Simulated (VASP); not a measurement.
# ZrS: relaxation of cell and atoms with r2SCAN

Crystal: ZrS.

```
Zr S
1.0
     0.00000    2.62500    2.62500
     2.62500    0.00000    2.62500
     2.62500    2.62500    0.00000
Zr S
1 1
Direct
  0.00000 0.00000 0.00000
  0.50000 0.50000 0.50000
```

| Property | Result |
| --- | --- |
| Program | VASP 6.6.1 |
| Task | relaxation of cell and atoms |
| Functional | r2SCAN |
| Potentials or basis | VASP PAW PBE potentials, release 64 (Zr_sv, S) |
| Cutoff | 600 eV |
| k mesh | 9 × 9 × 9 |
| Occupations | fermi-dirac, width 0.05 eV |
| Spin | no spin polarisation |
| Further INCAR settings | ALGO = Normal; EDIFF = 1e-07; IBRION = 2; EDIFFG = -0.01; NSW = 40; ISIF = 3 |

* Relaxed volume: 17.83 Å³/atom
* Relaxed cell: a = 3.694 Å, b = 3.694 Å, c = 3.694 Å, α = 60.00°, β = 60.00°, γ = 60.00°
* Space group after relaxing (to 0.05 Å): Fm-3m (No. 225)
* Energy gained by relaxing: 1.7 meV/atom
* Ionic steps: 3
* Pressure after relaxing: 0.0 GPa

Step by step:
```
step  energy change (eV)  largest force (eV/Å)  pressure (GPa)  volume (Å³)
   1              0.0000                0.0000           -1.98        36.18
   2              0.0018                0.0000            2.62        35.02
   3             -0.0033                0.0000            0.00        35.65
```

Final structure:
```
Zr S
1.0
     0.00000    2.61226    2.61226
     2.61226    0.00000    2.61226
     2.61226    2.61226    0.00000
Zr S
1 1
Direct
  0.00000 0.00000 0.00000
  0.50000 0.50000 0.50000
```

Levels at points of the mesh, in eV from the Fermi level:
| k point | band 5 | band 6 | band 7 | band 8 | band 9 | band 10 | band 11 | band 12 | band 13 |
| --- | --- | --- | --- | --- | --- | --- | --- | --- | --- |
| (0.00, 0.00, 0.00) | -16.81 | -3.94 | -3.94 | -3.94 | -1.40 | -1.40 | -1.40 | -0.64 | -0.64 |

Run time: 2.9 min on 1 thread of Intel(R) Xeon(R) 6975P-C (Granite Rapids) (shared host), peak memory 0.19 GiB.

Caveat: the bands computed are all filled at some k points, so no gap is given; the PAW data sets were made with another functional, which shifts forces and pressure a little.
